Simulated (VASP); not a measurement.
# Sb2Se3 (Antimonselite) (Pnma) in VASP: settings compared, part 2 of 3

VASP 6.6.1. Earlier steps stand in the parts before.

## 3. Relaxation of cell and atoms, LDA

This run uses another cell than the first one, of 25.59 Å³/atom, 0.945 times its volume.

INCAR reads:

```
  ALGO = Normal
  EDIFF = 1E-7
  EDIFFG = -0.005
  ENCUT = 600
  GGA = CA
  IBRION = 2
  ISIF = 3
  ISMEAR = 0
  KPAR = 4
  LASPH = True
  LCHARG = False
  LREAL = False
  LWAVE = False
  NELM = 80
  NSW = 90
  PREC = Accurate
  SIGMA = 0.03
```

KPOINTS reads:

```
k-points
0
Gamma
  4 8 4
```

POSCAR reads:

```
Sb2Se3                                  
1.0
   11.5202451355      0.0000000000      0.0000000000
    0.0000000000      3.9596750382     -0.0000000000
    0.0000000000      0.0000000000     11.2218021313
  Sb              Se            
     8    12
Direct
     0.0187946813510702    0.2500000000000000    0.3282497214420422
     0.9812053186489300    0.7500000000000000    0.6717502785579579
     0.4812053186489298    0.7500000000000000    0.8282497214420421
     0.5187946813510700    0.2500000000000000    0.1717502785579578
     0.1536005927405875    0.7500000000000000    0.0376289422853881
     0.8463994072594127    0.2500000000000000    0.9623710577146117
     0.3463994072594125    0.2500000000000000    0.5376289422853883
     0.6536005927405873    0.7500000000000000    0.4623710577146120
     0.0550889736007565    0.2500000000000000    0.8674094799296743
     0.9449110263992433    0.7500000000000000    0.1325905200703256
     0.4449110263992435    0.7500000000000000    0.3674094799296745
     0.5550889736007567    0.2500000000000000    0.6325905200703257
     0.1293641579659269    0.7500000000000000    0.4466202113872860
     0.8706358420340731    0.2500000000000000    0.5533797886127143
     0.3706358420340730    0.2500000000000000    0.9466202113872857
     0.6293641579659269    0.7500000000000000    0.0533797886127140
     0.2170317421698659    0.2500000000000000    0.1977533640926507
     0.7829682578301341    0.7500000000000000    0.8022466359073491
     0.2829682578301342    0.7500000000000000    0.6977533640926509
     0.7170317421698659    0.2500000000000000    0.3022466359073494
```

Potentials or basis: VASP PAW LDA potentials, release 64 (Sb, Se).

On the command line:

```sh
$ cat potpaw_LDA.64/Sb/POTCAR potpaw_LDA.64/Se/POTCAR > POTCAR
$ mpirun -np 4 vasp_std > vasp.out
```

OUTCAR:

```text
EDIFF = 1E-7
   EDIFFG = -0.005
   ENCUT = 600
   GGA = CA
   IBRION = 2
   ISIF = 3
   ISMEAR = 0
   LASPH = True
   LREAL = False
   NELM = 80
   NSW = 90
   PREC = Accurate

 ion  position               nearest neighbor table
   1  0.019  0.250  0.328-  13 2.70  13 2.70  17 2.71  14 3.05  10 3.08  10 3.08
   2  0.981  0.750  0.672-  14 2.70  14 2.70  18 2.71  13 3.05   9 3.08   9 3.08
   3  0.481  0.750  0.828-  15 2.70  15 2.70  19 2.71  16 3.05  12 3.08  12 3.08
   4  0.519  0.250  0.172-  16 2.70  16 2.70  20 2.71  15 3.05  11 3.08  11 3.08
   5  0.154  0.750  0.038-  10 2.63  17 2.77  17 2.77   9 2.98   9 2.98
   6  0.846  0.250  0.962-   9 2.63  18 2.77  18 2.77  10 2.98  10 2.98
   7  0.346  0.250  0.538-  12 2.63  19 2.77  19 2.77  11 2.98  11 2.98
   8  0.654  0.750  0.462-  11 2.63  20 2.77  20 2.77  12 2.98  12 2.98
   9  0.055  0.250  0.867-   6 2.63   5 2.98   5 2.98   2 3.08   2 3.08
  10  0.945  0.750  0.133-   5 2.63   6 2.98   6 2.98   1 3.08   1 3.08
  11  0.445  0.750  0.367-   8 2.63   7 2.98   7 2.98   4 3.08   4 3.08
  12  0.555  0.250  0.633-   7 2.63   8 2.98   8 2.98   3 3.08   3 3.08
  13  0.129  0.750  0.447-   1 2.70   1 2.70   2 3.05
  14  0.871  0.250  0.553-   2 2.70   2 2.70   1 3.05
  15  0.371  0.250  0.947-   3 2.70   3 2.70   4 3.05
  16  0.629  0.750  0.053-   4 2.70   4 2.70   3 3.05
  17  0.217  0.250  0.198-   1 2.71   5 2.77   5 2.77
  18  0.783  0.750  0.802-   2 2.71   6 2.77   6 2.77
  19  0.283  0.750  0.698-   3 2.71   7 2.77   7 2.77
[... 234 lines left out ...]
  --------------------------------------------------------------------------------------
  -------------------------------------------------------------------------------------
  Total       -0.0288115     -0.0858317     -0.1369646      0.0000000      0.0000000      0.0000000
  in kB       -0.0901764     -0.2686422     -0.4286819      0.0000000      0.0000000      0.0000000
  external PRESSURE =      -0.2625002 kB  Pullay stress =       0.0000000 kB
[... 149 lines left out ...]
--------------------------------------- Ionic step        4  -------------------------------------------

 number of electron     111.9999998 magnetization

 Free energy of the ion-electron system (eV)
  ---------------------------------------------------
  ext. energy  EPLUGINS =         0.00000000
  ---------------------------------------------------
  free energy    TOTEN  =       -93.37979726 eV

  energy without entropy =      -93.37979726  energy(sigma->0) =      -93.37979726

 E-fermi :   5.4990     XC(G=0):  -9.8965

 val. band max:        5.3324656494   @ k =   0.0000   0.0000   0.2500
 cond. band min:       6.0525407985   @ k =   0.0000   0.1250   0.0000
 fundamental gap:      0.7200751491
 Fermi energy:         5.4989793602

 k-point     1 :       0.0000    0.0000    0.0000
  band No.  band energies     occupation
      1      -9.2365      2.00000
      2      -8.7977      2.00000
      3      -8.5056      2.00000
      4      -8.3984      2.00000
      5      -8.3694      2.00000
      6      -8.0303      2.00000
[... 1669 lines left out ...]
     66       8.0081      0.00000
     67       8.1713      0.00000

 [... further k-points ...]
[... 5 lines left out ...]
  --------------------------------------------------------------------------------------
  -------------------------------------------------------------------------------------
  Total        0.0224274      0.0232304     -0.0030810      0.0000000      0.0000000      0.0000000
  in kB        0.0702254      0.0727397     -0.0096472      0.0000000      0.0000000      0.0000000
  external PRESSURE =       0.0444393 kB  Pullay stress =       0.0000000 kB
[... 35 lines left out ...]
  FREE ENERGIE OF THE ION-ELECTRON SYSTEM (eV)
  ---------------------------------------------------
  free  energy   TOTEN  =       -93.3797972582 eV

  energy  without entropy=      -93.3797972582  energy(sigma->0) =      -93.37979726

 reached required accuracy - stopping structural energy minimisation
```

OSZICAR:

```text
N       E                     dE             d eps       ncg     rms          rms(c)
DAV:   1     0.813253068855E+03    0.81325E+03   -0.45396E+04  6030   0.157E+03
DAV:   2     0.617298738148E+01   -0.80708E+03   -0.78240E+03  7215   0.240E+02
DAV:   3    -0.919592913727E+02   -0.98132E+02   -0.95240E+02  7307   0.921E+01
[... 29 lines left out ...]
DAV:   1    -0.933798004769E+02   -0.24805E-04   -0.96472E-04  6218   0.953E-02    0.157E-02
DAV:   2    -0.933797995246E+02    0.95232E-06   -0.60561E-05  7436   0.229E-02    0.874E-03
DAV:   3    -0.933797979174E+02    0.16071E-05   -0.38886E-06  7497   0.604E-03    0.459E-03
DAV:   4    -0.933797973083E+02    0.60913E-06   -0.11564E-06  7580   0.306E-03    0.130E-03
DAV:   5    -0.933797972582E+02    0.50126E-07   -0.12859E-07  4052   0.137E-03
   4 F= -.93379797E+02 E0= -.93379797E+02  d E =-.216093E-04
```

CONTCAR:

```text
Sb2Se3
   1.00000000000000
    11.5211537275177438    0.0000000000000000    0.0000000000000000
     0.0000000000000000    3.9590938382319854    0.0000000000000000
     0.0000000000000000    0.0000000000000000   11.2176783992178617
  Sb              Se
     8    12
Direct
     0.0187602772691058    0.2500000000000000    0.3282232843859011
     0.9812397227308941    0.7500000000000000    0.6717767156140989
     0.4812397227308942    0.7500000000000000    0.8282232843859011
     0.5187602772691059    0.2500000000000000    0.1717767156140989
     0.1535456906801105    0.7500000000000000    0.0376483382431372
     0.8464543093198895    0.2500000000000000    0.9623516617568629
[... 12 lines left out ...]
     0.2829627886291816    0.7500000000000000    0.6977581143392142
     0.7170372113708184    0.2500000000000000    0.3022418856607859

  0.00000000E+00  0.00000000E+00  0.00000000E+00
  0.00000000E+00  0.00000000E+00  0.00000000E+00
  0.00000000E+00  0.00000000E+00  0.00000000E+00
  0.00000000E+00  0.00000000E+00  0.00000000E+00
  0.00000000E+00  0.00000000E+00  0.00000000E+00
  0.00000000E+00  0.00000000E+00  0.00000000E+00
[... 12 lines left out ...]
  0.00000000E+00  0.00000000E+00  0.00000000E+00
  0.00000000E+00  0.00000000E+00  0.00000000E+00
```

Run time: 15 min. Hardware: 4 MPI ranks of Intel Xeon 6975P-C (Granite Rapids), shared host; peak memory 1.4 GiB.

Results:

```
Free energy                            : -93.3798 eV
Relaxed volume                         : 25.58 Å³/atom
Relaxed cell                           : a = 11.521 Å, b = 3.959 Å, c = 11.218 Å, α = 90.00°, β = 90.00°, γ = 90.00°
Space group after relaxing (to 0.05 Å) : Pnma (No. 62)
Energy gained by relaxing              : 0.0 meV/atom
Ionic steps                            : 4
Pressure after relaxing                : 0.0 GPa
Largest force after relaxing           : 0.003 eV/Å
Band gap on the k mesh                 : 0.72 eV, indirect (least direct gap 0.76 eV)
```

Forces on the atoms (eV/Å):
```
Sb  -0.002  0.000  0.000
Sb   0.002  0.000  0.000
Sb   0.002  0.000  0.000
Sb  -0.002  0.000  0.000
Sb  -0.002  0.000  0.001
Sb   0.002  0.000 -0.001
Sb   0.002  0.000  0.001
Sb  -0.002  0.000 -0.001
Se   0.001  0.000 -0.003
Se  -0.001  0.000  0.003
Se  -0.001  0.000 -0.003
Se   0.001  0.000  0.003
Se   0.002  0.000 -0.002
Se  -0.002  0.000  0.002
Se  -0.002  0.000 -0.002
Se   0.002  0.000  0.002
Se  -0.001  0.000  0.002
Se   0.001  0.000 -0.002
Se   0.001  0.000  0.002
Se  -0.001  0.000 -0.002
```

Final structure:
```cif
data_structure
_symmetry_space_group_name_H-M 'P 1'
_symmetry_Int_Tables_number 1
_cell_length_a 11.5212
_cell_length_b 3.9591
_cell_length_c 11.2177
_cell_angle_alpha 90.000
_cell_angle_beta 90.000
_cell_angle_gamma 90.000
_cell_volume 511.68
loop_
_atom_site_label
_atom_site_type_symbol
_atom_site_fract_x
_atom_site_fract_y
_atom_site_fract_z
_atom_site_occupancy
Sb1 Sb 0.01876 0.25000 0.32822 1
Sb2 Sb 0.98124 0.75000 0.67178 1
Sb3 Sb 0.48124 0.75000 0.82822 1
Sb4 Sb 0.51876 0.25000 0.17178 1
Sb5 Sb 0.15355 0.75000 0.03765 1
Sb6 Sb 0.84645 0.25000 0.96235 1
Sb7 Sb 0.34645 0.25000 0.53765 1
Sb8 Sb 0.65355 0.75000 0.46235 1
Se1 Se 0.05510 0.25000 0.86740 1
Se2 Se 0.94490 0.75000 0.13260 1
Se3 Se 0.44490 0.75000 0.36740 1
Se4 Se 0.55510 0.25000 0.63260 1
Se5 Se 0.12939 0.75000 0.44659 1
Se6 Se 0.87061 0.25000 0.55341 1
Se7 Se 0.37061 0.25000 0.94659 1
Se8 Se 0.62939 0.75000 0.05341 1
Se9 Se 0.21704 0.25000 0.19776 1
Se10 Se 0.78296 0.75000 0.80224 1
Se11 Se 0.28296 0.75000 0.69776 1
Se12 Se 0.71704 0.25000 0.30224 1
```

Caveat: spin-orbit coupling is left out, which moves the levels of the heavy elements.

[end of part 2 of 3]
